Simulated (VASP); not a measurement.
# Si (Fd-3m) in VASP: a series of runs, part 3 of 3

VASP 6.6.1. The steps go on from the part before.

**6. Single point, revPBE+D3(BJ) (cell strained at random at fixed volume)**

Contents of INCAR:

```
SYSTEM = Si
  ALGO = Fast
  EDIFF = 1E-6
  ENCUT = 520
  GGA = RE
  ISIF = 2
  ISMEAR = 1
  IVDW = 12
  LASPH = .TRUE.
  LCHARG = .FALSE.
  LREAL = .FALSE.
  LWAVE = .FALSE.
  NBANDS = 11
  NELM = 80
  PREC = Accurate
  SIGMA = 0.15
```

Contents of KPOINTS:

```
k-points
0
G
  8 8 8
  0 0 0
```

Contents of POSCAR:

```
Si
1.0
    0.0383810000      2.7705450000      2.7287120000
    2.6806370000      0.0495870000      2.7175060000
    2.7252180000      2.8039200000      0.0050060000
Si
2
Direct
    0.5000000000      0.5000000000      0.5000000000
    0.7500000000      0.7500000000      0.7500000000
```

Potentials or basis: VASP PAW PBE potentials, release 64 (Si).

Command:

```console
> cat potpaw_PBE.64/Si/POTCAR > POTCAR
> mpirun -np 1 vasp_std > vasp.out
```

OUTCAR:

```text
SYSTEM = Si
   EDIFF = 1E-6
   ENCUT = 520
   GGA = RE
   ISIF = 2
   ISMEAR = 1
   IVDW = 12
   LASPH = .TRUE.
   LREAL = .FALSE.
   NELM = 80
   PREC = Accurate
 IVDW          = 12

 ion  position               nearest neighbor table
   1  0.500  0.500  0.500-   2 2.33   2 2.34   2 2.38   2 2.38
   2  0.750  0.750  0.750-   1 2.33   1 2.34   1 2.38   1 2.38

  LATTYP: Found a triclinic cell.
 ALAT       =     3.8174746176
 B/A-ratio  =     1.4253505862
 C/A-ratio  =     1.0242609624
 COS(alpha) =     0.0026226825
 COS(beta)  =     0.4996400353
 COS(gamma) =     0.7110945709

  Lattice vectors:

 A1 = (  -2.6806370000,  -0.0495870000,  -2.7175060000)
 A2 = (   0.0062000000,  -0.0162120000,  -5.4412120000)
 A3 = (  -2.7252180000,  -2.8039200000,  -0.0050060000)

Analysis of symmetry for initial positions (statically):
=====================================================================
 Subroutine PRICEL returns:
 Original cell was already a primitive cell.

 Routine SETGRP: Setting up the symmetry group for a
 triclinic supercell.

 Subroutine GETGRP returns: Found  2 space group operations
 (whereof  1 operations were pure point group operations)
 out of a pool of  2 trial point group operations.

The static configuration has the point symmetry C_1 .
 The point group associated with its full space group is S_2 .

Analysis of symmetry for dynamics (positions and initial velocities):
=====================================================================
 Subroutine PRICEL returns:
 Original cell was already a primitive cell.

 Routine SETGRP: Setting up the symmetry group for a
 triclinic supercell.

 Subroutine GETGRP returns: Found  2 space group operations
 (whereof  1 operations were pure point group operations)
 out of a pool of  2 trial point group operations.

The dynamic configuration has the point symmetry C_1 .
 The point group associated with its full space group is S_2 .

 Subroutine INISYM returns: Found  2 space group operations
 (whereof  1 operations are pure point group operations),
 and found     1 'primitive' translations

----------------------------------------------------------------------------------------

                                     Primitive cell

  volume of cell :      40.3295

  direct lattice vectors                    reciprocal lattice vectors
     0.038381000  2.770545000  2.728712000    -0.188929123  0.183299396  0.183021171
     2.680637000  0.049587000  2.717506000     0.189370477 -0.184384604  0.184547733
     2.725218000  2.803920000  0.005006000     0.183331308  0.178786790 -0.184106379

  length of vectors
     3.888863829  3.817474618  3.910090226     0.320608220  0.322361172  0.315389035

  position of ions in fractional coordinates (direct lattice)
     0.500000000  0.500000000  0.500000000
     0.750000000  0.750000000  0.750000000

  ion indices of the primitive-cell ions
   primitive index   ion index
                 1           1
                 2           2

----------------------------------------------------------------------------------------

 KPOINTS: k-points

Automatic generation of k-mesh.
 Grid dimensions read from file:
 generate k-points for:    8    8    8

 Generating k-lattice:

  Cartesian coordinates                     Fractional coordinates (reciprocal lattice)
    -0.023616140  0.022912424  0.022877646     0.125000000  0.000000000 -0.000000000
[... 43 lines left out ...]
   total plane-waves  NPLWV =  25200
   dimension x,y,z NGX =    30 NGY =   28 NGZ =   30
   dimension x,y,z NGXF=    60 NGYF=   56 NGZF=   60
   ions per type =               2
   NGX,Y,Z   is equivalent  to a cutoff of  12.82, 12.19, 12.76 a.u.
   NGXF,Y,Z  is equivalent  to a cutoff of  25.65, 24.39, 25.51 a.u.
 SYSTEM =  Si
   PREC   = accura    normal or accurate (medium, high low for compatibility)
   ISTART =      0    job   : 0-new  1-cont  2-samecut
   ICHARG =      2    charge: 1-file 2-atom 10-const
   ISPIN  =      1    spin polarized calculation?
   LNONCOLLINEAR =      F non collinear calculations
   LSORBIT =      F    spin-orbit coupling
   LASPH  =      T    aspherical Exc in radial PAW
   ENCUT  =  520.0 eV  38.22 Ry    6.18 a.u.   7.23  7.10  7.27*2*pi/ulx,y,z
   NELM   =     80;   NELMIN=  2; NELMDL= -5     # of ELM steps
   EDIFF  = 0.1E-05   stopping-criterion for ELM
   LREAL  =      F    real-space projection
   EDIFFG = 0.1E-04   stopping-criterion for IOM
   NSW    =      0    number of steps for IOM
   IBRION =     -1    ionic relax: 0-MD 1-quasi-New 2-CG
   NFREE  =      0    steps in history (QN), initial steepest desc. (CG)
   ISIF   =      2    stress and relaxation
   ISYM   =      2    0-nonsym 1-usesym 2-fastsym
   POTIM  = 0.5000    time-step for ionic-motion
   TEBEG  =    0.0;   TEEND  =   0.0 temperature during run
   PSTRESS=    0.0 pullay stress
   NELECT =       8.0000    total number of electrons
   NUPDOWN=      -1.0000    fix difference up-down
   EMIN   =  10.00;   EMAX   =-10.00  energy-range for DOS
   EFERMI =   0.00;   METHOD = LEGACY
   ISMEAR =     1;   SIGMA  =   0.15  broadening in eV -4-tet -1-fermi 0-gaus
   EFERMI_NEDOS =   21; number of points for ismear=-14 and -15
   IALGO  =     68    algorithm
   IMIX   =      4    mixing-type and parameters
     AMIX     =   0.40;   BMIX     =  1.00
     AMIX_MAG =   1.60;   BMIX_MAG =  1.00
  volume/ion in A,a.u.               =      20.16       136.08
  Fermi-wavevector in a.u.,A,eV,Ry     =   0.954766  1.804247 12.402784  0.911579
  Thomas-Fermi vector in A             =   2.083543
   LORBIT       =      0    0 simple, 1 ext, 2 COOP (PROOUT), +10 PAW based schemes
   GGA     = RE    functional components
   LHFCALC =     F    Hartree Fock is set to
   AEXX    =    0.0000 exact exchange contribution
   IVDW    =    12    specifies the selected vdW correction
   LEPSILON=     F    determine dielectric tensor
   LRPA    =     F    only Hartree local field effects (RPA)
 non-spin polarized calculation
 RMM-DIIS sequential band-by-band and
 Methfessel and Paxton  Order N= 1 SIGMA  =   0.15
  energy-cutoff  :      520.00
  volume of cell :       40.33
 maximum number of plane-waves:      1097
 NGX is ok and might be reduce to    30
   NGX = 15   NGY = 15   NGZ = 15

 number of electron       8.0000000 magnetization

 Free energy of the ion-electron system (eV)
  ---------------------------------------------------
  ext. energy  EPLUGINS =         0.00000000
  ---------------------------------------------------
  free energy    TOTEN  =       -10.40289260 eV

  energy without entropy =      -10.40295920  energy(sigma->0) =      -10.40291480

 E-fermi :   6.0286     XC(G=0):  -9.3165

 val. band max:        5.9165834414   @ k =   0.0000   0.0000   0.0000
 cond. band min:       6.3490777679   @ k =  -0.0000   0.3750   0.3750
 fundamental gap:      0.4324943265
 Fermi energy:         6.0285869855

 k-point     1 :       0.0000    0.0000    0.0000
  band No.  band energies     occupation
      1      -6.0844      2.00000
      2       5.7016      2.00856
      3       5.8103      2.05916
      4       5.9166      1.95025
      5       8.1406     -0.00000
      6       8.2730     -0.00000
      7       8.6131     -0.00000
      8       9.2976      0.00000
      9      13.2638      0.00000
     10      13.7105      0.00000
     11      13.9001      0.00000
[... 309 lines left out ...]
 k-point    24 :       0.2500    0.3750   -0.0000
  band No.  band energies     occupation
      1      -4.2886      2.00000
      2       0.9284      2.00000
      3       3.2168      2.00000
      4       3.4809      2.00000
      5       7.1345     -0.00000
      6       8.8570     -0.00000
      7      11.6060      0.00000
      8      12.1698      0.00000
      9      15.5733      0.00000
     10      16.0629      0.00000
     11      17.4856      0.00000

 [... further k-points ...]

------------------------ aborting loop because EDIFF is reached ----------------------------------------

 Edisp (eV)   -1.22043

 E8    (eV) :    -0.8372

  FORCE on cell =-STRESS in cart. coord.  units (eV):
  Direction    XX          YY          ZZ          XY          YZ          ZX
  --------------------------------------------------------------------------------------
  -------------------------------------------------------------------------------------
  Total      -0.29019    -0.99006    -0.60332    -0.80011    -0.15815     0.07068
  in kB     -11.52828   -39.33244   -23.96816   -31.78619    -6.28291     2.80776
  external pressure =      -24.94 kB  Pullay stress =        0.00 kB

 VOLUME and BASIS-vectors are now :
 -----------------------------------------------------------------------------
  energy-cutoff  :      520.00
  volume of cell :       40.33
      direct lattice vectors                 reciprocal lattice vectors
     0.038381000  2.770545000  2.728712000    -0.188929123  0.183299396  0.183021171
     2.680637000  0.049587000  2.717506000     0.189370477 -0.184384604  0.184547733
     2.725218000  2.803920000  0.005006000     0.183331308  0.178786790 -0.184106379

 POSITION                                       TOTAL-FORCE (eV/Angst)
 -----------------------------------------------------------------------------------
      2.72212      2.81203      2.72561         0.060889     -0.031133      0.292059
      4.08318      4.21804      4.08842        -0.060889      0.031133     -0.292059
 -----------------------------------------------------------------------------------
    total drift:                                0.000000     -0.000000     -0.000000

  FREE ENERGIE OF THE ION-ELECTRON SYSTEM (eV)
  ---------------------------------------------------
  free  energy   TOTEN  =       -11.6233253817 eV

  energy  without entropy=      -11.6233919752  energy(sigma->0) =      -11.62334758
```

OSZICAR:

```text
N       E                     dE             d eps       ncg     rms          rms(c)
DAV:   1     0.892410090276E+01    0.89241E+01   -0.32885E+03  5736   0.589E+02
DAV:   2    -0.999554660796E+01   -0.18920E+02   -0.18126E+02  7617   0.864E+01
DAV:   3    -0.105483065277E+02   -0.55276E+00   -0.55133E+00  7326   0.131E+01
DAV:   4    -0.105525603133E+02   -0.42538E-02   -0.42532E-02  6869   0.144E+00
DAV:   5    -0.105526031728E+02   -0.42859E-04   -0.42859E-04  7253   0.134E-01    0.553E+00
RMM:   6    -0.104469550514E+02    0.10565E+00   -0.34658E-02  5753   0.910E-01    0.336E+00
RMM:   7    -0.104003008937E+02    0.46654E-01   -0.82452E-02  6221   0.155E+00    0.168E-01
RMM:   8    -0.104024318512E+02   -0.21310E-02   -0.48893E-03  6178   0.468E-01    0.868E-02
RMM:   9    -0.104027932785E+02   -0.36143E-03   -0.74965E-04  6593   0.185E-01    0.882E-02
RMM:  10    -0.104028878573E+02   -0.94579E-04   -0.22761E-04  6326   0.101E-01    0.288E-02
RMM:  11    -0.104028917288E+02   -0.38715E-05   -0.34014E-05  7057   0.432E-02    0.184E-02
RMM:  12    -0.104028926030E+02   -0.87419E-06   -0.73860E-06  6669   0.208E-02
   1 F= -.11623325E+02 E0= -.11623348E+02  d E =0.665934E-04
```

stdout:

```text
POSCAR found type information on POSCAR Si
 POSCAR found :  1 types and       2 ions
 scaLAPACK will be used
 -----------------------------------------------------------------------------
|                                                                             |
|                                                                             |
|     You enforced a specific xc type in the INCAR file but a different       |
|     I HOPE YOU KNOW WHAT YOU ARE DOING!                                     |
|                                                                             |
 -----------------------------------------------------------------------------

 LDA part: xc-table for (Slater+PW92), standard interpolation
 POSCAR, INCAR and KPOINTS ok, starting setup
 FFT: planning ... GRIDC
 FFT: planning ... GRID_SOFT
 FFT: planning ... GRID
 WAVECAR not read
 entering main loop
```

Wall time 91 s (1 thread of Intel Xeon Platinum 8488C (Sapphire Rapids), shared host); peak memory 0.22 GiB.

What came out:

* Free energy: -11.6233 eV
* Pressure: -2.5 GPa
* Largest force: 0.300 eV/Å
* Band gap on the k mesh: 0.43 eV, indirect (least direct gap 2.22 eV)
* Dispersion energy per atom: -0.610 eV

Forces in eV/Å, atoms in the order of the input:
```
Si   0.061 -0.031  0.292
Si  -0.061  0.031 -0.292
```

Levels at points of the mesh, in eV from the valence-band top:
| k point | band 1 | band 2 | band 3 | band 4 | band 5 | band 6 | band 7 | band 8 | band 9 |
| --- | --- | --- | --- | --- | --- | --- | --- | --- | --- |
| (0.00, 0.00, 0.00) | -12.00 | -0.21 | -0.11 | 0.00 | 2.22 | 2.36 | 2.70 | 3.38 | 7.35 |
| (0.50, 0.00, 0.00) | -9.61 | -7.04 | -1.47 | -1.22 | 1.33 | 3.06 | 3.38 | 7.65 | 10.14 |
| (0.00, 0.50, 0.00) | -9.56 | -7.05 | -1.51 | -1.27 | 1.25 | 3.05 | 3.33 | 7.59 | 10.22 |
| (0.50, 0.50, 0.00) | -8.01 | -7.75 | -3.09 | -2.77 | 0.49 | 0.83 | 9.77 | 9.92 | 10.95 |
| (0.00, 0.00, 0.50) | -9.78 | -7.00 | -1.34 | -1.12 | 1.55 | 3.10 | 3.51 | 7.80 | 10.16 |
| (0.50, 0.00, 0.50) | -7.98 | -7.96 | -2.83 | -2.81 | 0.76 | 0.79 | 9.91 | 9.93 | 10.76 |
| (0.00, 0.50, 0.50) | -7.82 | -7.77 | -3.07 | -3.01 | 0.51 | 0.58 | 9.83 | 9.87 | 10.90 |
| (0.50, 0.50, 0.50) | -9.80 | -6.99 | -1.33 | -1.10 | 1.60 | 3.16 | 3.46 | 7.82 | 10.13 |

Caveat: the PAW data sets were made with another functional, which shifts forces and pressure a little.

**7. Summary**

| level | potentials or basis | cell | k mesh | smearing | mesh quality | gap on the mesh (eV) | pressure (GPa) | largest force (eV/Å) |
| --- | --- | --- | --- | --- | --- | --- | --- | --- |
| LDA | VASP PAW LDA potentials, release 64 (Si) | cell strained at random at fixed volume | 8 × 8 × 8 | fermi-dirac 0.05 eV | not flagged | 0.33 | -1.9 | 0.41 |
| LDA | VASP PAW LDA potentials, release 64 (Si) | cell strained at random at fixed volume | 8 × 8 × 8 | gaussian 0.01 eV | not flagged | 0.33 | -1.9 | 0.41 |
| LDA | VASP PAW LDA potentials, release 64 (Si) | volume scaled by 0.98 | 8 × 8 × 8 | fermi-dirac 0.15 eV | not flagged | 0.50 | -0.3 | - |
| PBE | VASP PAW PBE potentials, release 64 (Si) | as given | 3 × 3 × 3 | fermi-dirac 0.03 eV | coarse | 0.70 | 3.2 | - |
| revPBE+D3(BJ) | VASP PAW PBE potentials, release 64 (Si) | cell strained at random at fixed volume | 8 × 8 × 8 | methfessel-paxton 0.15 eV | not flagged | 0.43 | -2.5 | 0.30 |

Alike in all rows: task single point; no spin polarisation; cutoff (eV) 520.

Caveats: some runs use coarse meshes; an odd mesh through Γ misses points on the zone boundary, where band edges often lie (some runs); the PAW data sets were made with another functional, which shifts forces and pressure a little (some runs).

Absolute energies hang on the potentials; compare differences alone.
